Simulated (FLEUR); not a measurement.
# Fe (Fmmm) in FLEUR: further runs

The runs below take Fe through band structure, equation of state, with LDA.

Everything below comes from runs of FLEUR MaX-R8.1 (later development tree). Logs are shortened: lines on timing, memory, paths and dates and some standing lists are left out, and cuts for length are marked.

## Step 1: The crystal as given

The structure is orthorhombic, space group Fmmm (No. 69). The conventional cell has a = 2.997 Å, b = 3.883 Å, c = 3.930 Å, α = 90.00°, β = 90.00°, γ = 90.00°. Fe (site symmetry mmm) has 12 Fe at 2.45 to 2.76 Å as nearest neighbours.

## Step 2: Band structure, LDA, collinear spin, ferromagnetic start

Contents of inp.xml:

```xml
<?xml version="1.0" encoding="UTF-8" standalone="no"?>
<fleurInput fleurInputVersion="0.39">
   <comment>
      Fe                                                                                                  
   </comment>
   <calculationSetup>
      <cutoffs Kmax="4.56" Gmax="14.1" GmaxXC="14.1" numbands="0"/>
      <scfLoop itmax="60" minDistance="0.00001" maxIterBroyd="15" imix="Anderson" alpha="0.05" precondParam="0.0" spinf="2.0" sdNocoIR="T"/>
      <coreElectrons ctail="T" frcor="F" kcrel="0" coretail_lmax="0"/>
      <xcFunctional name="vwn" relativisticCorrections="F"/>
      <magnetism jspins="2"/>
      <soc l_soc="F" theta="0.0" phi="0.0" spav="F"/>
      <expertModes spex="0" secvar="F"/>
      <geometryOptimization l_f="F" forcealpha="1.0" forcemix="BFGS" epsdisp="0.00001" epsforce="0.00001"/>
      <ldaU l_linMix="F" mixParam="0.05" spinf="1.0"/>
   </calculationSetup>
   <cell>
      <bzIntegration valenceElectrons="16.0" mode="hist" fermiSmearingEnergy="0.00183747">
         <kPointListSelection listName="default-1"/>
         <!-- k-points included here -->
         <xi:include xmlns:xi="http://www.w3.org/2001/XInclude" href="kpts.xml"> </xi:include>
      </bzIntegration>
      <!-- symmetry operations included here -->
      <xi:include xmlns:xi="http://www.w3.org/2001/XInclude" href="sym.xml"> </xi:include>
      <bulkLattice scale="1.0">
         <bravaisMatrix>
            <row-1>    0.0000000000000000     3.6693562204995409     3.7135105627846330</row-1>
            <row-2>    2.8316406659360749     0.0000000000000000     3.7135105627846330</row-2>
            <row-3>    2.8316406659360749     3.6693562204995409     0.0000000000000000</row-3>
         </bravaisMatrix>
      </bulkLattice>
   </cell>
   <atomSpecies>
      <species name="Iron (Fe) 3.000" element="Fe" atomicNumber="26">
         <mtSphere radius="2.15" gridPoints="711" logIncrement="0.017"/>
         <atomicCutoffs lmax="9" lnonsphr="9"/>
         <electronConfig flipSpins="F">
            <coreConfig>(1s1/2) (2s1/2) (2p1/2) (2p3/2)</coreConfig>
            <valenceConfig>(3s1/2) (3p1/2) (3p3/2) (4s1/2) (3d3/2) (3d5/2)</valenceConfig>
            <stateOccupation state="(3d3/2)" spinUp="1.5" spinDown="0.9"/>
            <stateOccupation state="(3d5/2)" spinUp="3.0" spinDown="0.6"/>
         </electronConfig>
         <energyParameters s="4" p="4" d="3" f="4"/>
         <lo type="SCLO" l="0" n="3" eDeriv="0"/>
         <lo type="SCLO" l="1" n="3" eDeriv="0"/>
         <lo type="SCLO" l="1" n="3" eDeriv="1"/>
         <lo type="SCLO" l="2" n="3" eDeriv="2"/>
         <lo type="SCLO" l="3" n="4" eDeriv="2"/>
      </species>
   </atomSpecies>
   <atomGroups>
      <atomGroup species="Iron (Fe) 3.000">
         <relPos label="                   1">.0000000000 .0000000000 .0000000000</relPos>
         <force calculate="T" relaxXYZ="TTT"/>
      </atomGroup>
   </atomGroups>
   <output dos="F" band="F" slice="F">
      <checks vchk="F" cdinf="F"/>
      <bandDOS minEnergy="-.5*Htr" maxEnergy="0.5*Htr" sigma="0.015" storeEVData="T"/>
      <vacuumDOS vacdos="F" integ="F" star="F" nstars="0" locx1="0.0" locy1="0.0" locx2="0.0" locy2="0.0" nstm="0" tworkf="0.0"/>
      <unfoldingBand unfoldBand="F" supercellX="1" supercellY="1" supercellZ="1"/>
      <plotting iplot="0" polar="F">
         <plot TwoD="T" vec1="  1.0  0.0  0.0" vec2="  0.0  1.0  0.0" vec3="  0.0  0.0  1.0" zero="  0.0  0.0  0.0" file="plot"/>
      </plotting>
      <chargeDensitySlicing numkpt="0" minEigenval="0.0" maxEigenval="0.0" nnne="0" pallst="F"/>
      <specialOutput eonly="F"/>
      <moessbauerParams electricFieldGradient="T" isomerShift="T" coreHyperfine="T" valenceHyperfine="T"/>
      <magneticCircularDichroism mcd="F" energyLo="-10.0" energyUp="0.0"/>
   </output>
  <!-- We include the file relax.xml here to enable relaxations (see documentation) -->
  <xi:include xmlns:xi="http://www.w3.org/2001/XInclude" href="relax.xml"> <xi:fallback/> </xi:include>
</fleurInput>
```

Contents of crystal.txt:

```
Fe
&input cartesian=F /
0.0000000000  1.9417396906  1.9651051623
1.4984397099  0.0000000000  1.9651051623
1.4984397099  1.9417396906  0.0000000000
1.8897261246
1.0 1.0 1.0

1
26 0.0000000000  0.0000000000  0.0000000000 : 3.000

&kpt div1=13 div2=13 div3=13 gamma=T /
```

Contents of inp.xml (bands):

```
<?xml version="1.0" encoding="UTF-8" standalone="no"?>
<fleurInput fleurInputVersion="0.39">
   <comment>
      Fe                                                                                                  
   </comment>
   <calculationSetup>
      <cutoffs Kmax="4.56" Gmax="14.1" GmaxXC="14.1" numbands="0"/>
      <scfLoop itmax="60" minDistance="0.00001" maxIterBroyd="15" imix="Anderson" alpha="0.05" precondParam="0.0" spinf="2.0" sdNocoIR="T"/>
      <coreElectrons ctail="T" frcor="F" kcrel="0" coretail_lmax="0"/>
      <xcFunctional name="vwn" relativisticCorrections="F"/>
      <magnetism jspins="2"/>
      <soc l_soc="F" theta="0.0" phi="0.0" spav="F"/>
      <expertModes spex="0" secvar="F"/>
      <geometryOptimization l_f="F" forcealpha="1.0" forcemix="BFGS" epsdisp="0.00001" epsforce="0.00001"/>
      <ldaU l_linMix="F" mixParam="0.05" spinf="1.0"/>
   </calculationSetup>
   <cell>
      <bzIntegration valenceElectrons="16.0" mode="hist" fermiSmearingEnergy="0.00183747">
         <kPointListSelection listName="path-1"/>
         <!-- k-points included here -->
         <xi:include xmlns:xi="http://www.w3.org/2001/XInclude" href="kpts.xml"> </xi:include>
      </bzIntegration>
      <!-- symmetry operations included here -->
      <xi:include xmlns:xi="http://www.w3.org/2001/XInclude" href="sym.xml"> </xi:include>
      <bulkLattice scale="1.0">
         <bravaisMatrix>
            <row-1>    0.0000000000000000     3.6693562204995409     3.7135105627846330</row-1>
            <row-2>    2.8316406659360749     0.0000000000000000     3.7135105627846330</row-2>
            <row-3>    2.8316406659360749     3.6693562204995409     0.0000000000000000</row-3>
         </bravaisMatrix>
      </bulkLattice>
   </cell>
   <atomSpecies>
      <species name="Iron (Fe) 3.000" element="Fe" atomicNumber="26">
         <mtSphere radius="2.15" gridPoints="711" logIncrement="0.017"/>
         <atomicCutoffs lmax="9" lnonsphr="9"/>
         <electronConfig flipSpins="F">
            <coreConfig>(1s1/2) (2s1/2) (2p1/2) (2p3/2)</coreConfig>
            <valenceConfig>(3s1/2) (3p1/2) (3p3/2) (4s1/2) (3d3/2) (3d5/2)</valenceConfig>
            <stateOccupation state="(3d3/2)" spinUp="1.5" spinDown="0.9"/>
            <stateOccupation state="(3d5/2)" spinUp="3.0" spinDown="0.6"/>
         </electronConfig>
         <energyParameters s="4" p="4" d="3" f="4"/>
         <lo type="SCLO" l="0" n="3" eDeriv="0"/>
         <lo type="SCLO" l="1" n="3" eDeriv="0"/>
         <lo type="SCLO" l="1" n="3" eDeriv="1"/>
         <lo type="SCLO" l="2" n="3" eDeriv="2"/>
         <lo type="SCLO" l="3" n="4" eDeriv="2"/>
      </species>
   </atomSpecies>
   <atomGroups>
      <atomGroup species="Iron (Fe) 3.000">
         <relPos label="                   1">.0000000000 .0000000000 .0000000000</relPos>
         <force calculate="T" relaxXYZ="TTT"/>
      </atomGroup>
   </atomGroups>
   <output dos="F" band="T" slice="F">
      <checks vchk="F" cdinf="F"/>
      <bandDOS minEnergy="-.5*Htr" maxEnergy="0.5*Htr" sigma="0.015" storeEVData="T"/>
      <vacuumDOS vacdos="F" integ="F" star="F" nstars="0" locx1="0.0" locy1="0.0" locx2="0.0" locy2="0.0" nstm="0" tworkf="0.0"/>
      <unfoldingBand unfoldBand="F" supercellX="1" supercellY="1" supercellZ="1"/>
      <plotting iplot="0" polar="F">
         <plot TwoD="T" vec1="  1.0  0.0  0.0" vec2="  0.0  1.0  0.0" vec3="  0.0  0.0  1.0" zero="  0.0  0.0  0.0" file="plot"/>
      </plotting>
      <chargeDensitySlicing numkpt="0" minEigenval="0.0" maxEigenval="0.0" nnne="0" pallst="F"/>
      <specialOutput eonly="F"/>
      <moessbauerParams electricFieldGradient="T" isomerShift="T" coreHyperfine="T" valenceHyperfine="T"/>
      <magneticCircularDichroism mcd="F" energyLo="-10.0" energyUp="0.0"/>
   </output>
  <!-- We include the file relax.xml here to enable relaxations (see documentation) -->
  <xi:include xmlns:xi="http://www.w3.org/2001/XInclude" href="relax.xml"> <xi:fallback/> </xi:include>
</fleurInput>
```

Potentials or basis: all-electron, FLAPW.

On the command line:

```
$ inpgen -f crystal.txt -profile fastHighL
$ # inp.xml edited to the form shown
$ fleur_MPI
$ fleur_MPI   # second run, on inp.xml (bands)
```

Log:

```text
Welcome to FLEUR        (www.flapw.de)
      MaX-Release 8.1          (www.max-centre.eu)

 ========== k-point set info ==========
 Selected k-point list: default-1
 k-point list type: mesh
 13 x 13 x 13
 Number of k points: 343

 ------------Calculation Setup---------------------------
 Number of MPI-tasks      :            1
 Number of PE/node        :            1
 Number of OMP-threads    :            1
 Most efficient MPI parallelization for:
           1           7          49         343
 Additional eigenvalue parallelization possible
 Number of basis functions:          172
 Approximate size of matrices (H+S) per k-point:         0.000 GB
 --------------------------------------------------------
 Iteration:     1   Distance:      16.53022807 me/bohr^3
 Iteration:     2   Distance:      15.46158128 me/bohr^3
 Iteration:     3   Distance:       8.89217332 me/bohr^3
 Iteration:     4   Distance:       3.13429022 me/bohr^3
 Iteration:     5   Distance:       2.40499976 me/bohr^3
 Iteration:     6   Distance:       1.24885359 me/bohr^3
 Iteration:     7   Distance:       0.50265580 me/bohr^3
 Iteration:     8   Distance:       0.31280834 me/bohr^3
 Iteration:     9   Distance:       0.18934595 me/bohr^3
 Iteration:    10   Distance:       0.05080110 me/bohr^3
 Iteration:    11   Distance:       0.01743234 me/bohr^3
 Iteration:    12   Distance:       0.01103395 me/bohr^3
 Iteration:    13   Distance:       0.00321578 me/bohr^3
 Iteration:    14   Distance:       0.00124765 me/bohr^3
 Iteration:    15   Distance:       0.00089171 me/bohr^3
 Iteration:    16   Distance:       0.00076678 me/bohr^3
 Iteration:    17   Distance:       0.00060587 me/bohr^3
 Iteration:    18   Distance:       0.00019454 me/bohr^3
 Iteration:    19   Distance:       0.00004131 me/bohr^3
 Iteration:    20   Distance:       0.00001515 me/bohr^3
 Iteration:    21   Distance:       0.00001126 me/bohr^3
 Iteration:    22   Distance:       0.00000330 me/bohr^3

 ********************************************************************
 Run finished successfully
 Stop message:
   all done
 ********************************************************************
```

Run time: 2.2 min. Hardware: 1 thread of Arm Neoverse V1, shared host; peak memory 0.07 GiB.

What came out:

| Property | Result |
| --- | --- |
| Free energy | -34574.5840 eV |
| Band gap along the path | none (metal or under the smearing width) |
| Net moment | 2.14 μB per cell |
| Site moments | Fe +2.16 μB |
| Valence electrons inside the program's atomic spheres | Fe 14.52 (radii Fe 2.15 bohr) |

Levels at the corners of the path, in eV from the Fermi level:
Spin up:
```tsv
point	band 6	band 7	band 8	band 9	band 10	band 11	band 12	band 13
Γ	-2.49	-2.39	-2.02	-1.24	-0.82	23.07	24.57	24.82
Y	-3.76	-0.69	-0.63	0.48	0.89	7.93	16.67	17.97
C	-3.26	-3.16	-0.91	-0.59	8.28	8.34	8.85	10.51
D	-4.62	-0.16	-0.13	0.14	8.12	9.81	10.12	14.61
X	-4.73	0.02	0.13	0.23	7.61	10.64	10.64	14.41
Γ	-2.49	-2.39	-2.02	-1.24	-0.82	23.07	24.57	24.82
Z	-3.79	-0.65	-0.58	0.41	0.67	7.66	16.89	18.20
D1	-4.62	-0.16	-0.13	0.14	8.12	9.81	10.12	14.61
H	-4.62	-0.22	-0.17	0.24	8.13	9.80	10.16	14.61
C	-3.26	-3.16	-0.91	-0.59	8.28	8.34	8.85	10.51
C1	-3.26	-3.16	-0.91	-0.59	8.28	8.34	8.85	10.51
Z	-3.79	-0.65	-0.58	0.41	0.67	7.66	16.89	18.20
X	-4.73	0.02	0.13	0.23	7.61	10.64	10.64	14.41
H1	-4.62	-0.22	-0.17	0.24	8.13	9.80	10.16	14.61
H	-4.62	-0.22	-0.17	0.24	8.13	9.80	10.16	14.61
Y	-3.76	-0.69	-0.63	0.48	0.89	7.93	16.67	17.97
L	-3.22	-1.31	-0.69	0.12	0.34	6.95	18.42	20.58
Γ	-2.49	-2.39	-2.02	-1.24	-0.82	23.07	24.57	24.82
```
Spin down:
```csv
point,band 5,band 6,band 7,band 8,band 9,band 10
Γ,-8.23,-0.71,-0.57,-0.10,1.03,1.60
Y,-3.69,-2.16,1.27,1.63,1.75,2.57
C,-2.04,-1.84,-1.76,1.51,1.80,9.29
D,-3.18,-3.00,1.85,1.93,2.23,8.67
X,-3.30,-3.10,2.16,2.21,2.29,8.08
Γ,-8.23,-0.71,-0.57,-0.10,1.03,1.60
Z,-3.71,-2.21,1.05,1.68,1.81,2.54
D1,-3.18,-3.00,1.85,1.93,2.23,8.67
H,-3.18,-2.99,1.77,1.92,2.31,8.68
C,-2.04,-1.84,-1.76,1.51,1.80,9.29
C1,-2.04,-1.84,-1.76,1.51,1.80,9.29
Z,-3.71,-2.21,1.05,1.68,1.81,2.54
X,-3.30,-3.10,2.16,2.21,2.29,8.08
H1,-3.18,-2.99,1.77,1.92,2.31,8.68
H,-3.18,-2.99,1.77,1.92,2.31,8.68
Y,-3.69,-2.16,1.27,1.63,1.75,2.57
L,-3.74,-1.51,0.48,0.93,1.67,2.48
Γ,-8.23,-0.71,-0.57,-0.10,1.03,1.60
```

Core levels (eV from the Fermi level):
```
atom                                                   levels
1 Fe  1s1/2 -6974.4, 2s1/2 -810.8, 2p1/2 -699.1, 2p3/2 -686.7
```

[end of part 1 of 2]
